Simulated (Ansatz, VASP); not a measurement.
# SnO2 (Cassiterite) in VASP and in Ansatz

```xyz
6
Lattice="4.6423 0.0000 0.0000 0.0000 4.6423 0.0000 0.0000 0.0000 3.1631" Properties=species:S:1:pos:R:3 pbc="T T T"
Sn    0.0000    0.0000    0.0000
Sn    2.3212    2.3212    1.5816
O     1.4165    1.4165    0.0000
O     0.9047    3.7376    1.5816
O     3.2259    3.2259    0.0000
O     3.7376    0.9047    1.5816
```

Alike in both runs: functional r2SCAN; k mesh 6 × 6 × 8; occupations gaussian, width 0.02 eV; no spin polarisation.

Ansatz relaxed the structure, and its values are those at the end. VASP's run is a single point on that final structure, the one shown.

```csv
,VASP,Ansatz
version,VASP 6.6.1,Ansatz 0.2.0
potentials or method,"VASP PAW PBE potentials, release 64 (Sn_d, O)","scalar-relativistic, plane waves, PAW"
plane-wave cutoff (eV),520,500
valence electrons in the cell,52,52
```

```csv
,VASP,Ansatz,Ansatz less VASP
gap on the k mesh at the Fermi level (eV),2.52,2.48,-0.035
least direct gap on the mesh (eV),2.52,2.48,-0.035
pressure (GPa),16.1,14.7,-1.42
rms of the force components (eV/Å),0.009,0.000,-0.0085
```

With one functional, cell and mesh, what is left measures potentials, basis and numerics.

Caveats: so large a pressure means that the cell lies far from this level's equilibrium, or that cutoff or potentials fall short (VASP); the potentials were made for another functional, which shifts forces and pressure (VASP); spin-orbit coupling is left out, which moves the levels of the heavy elements. r2SCAN opens gaps a little over a GGA but as a rule still falls short of measured ones.
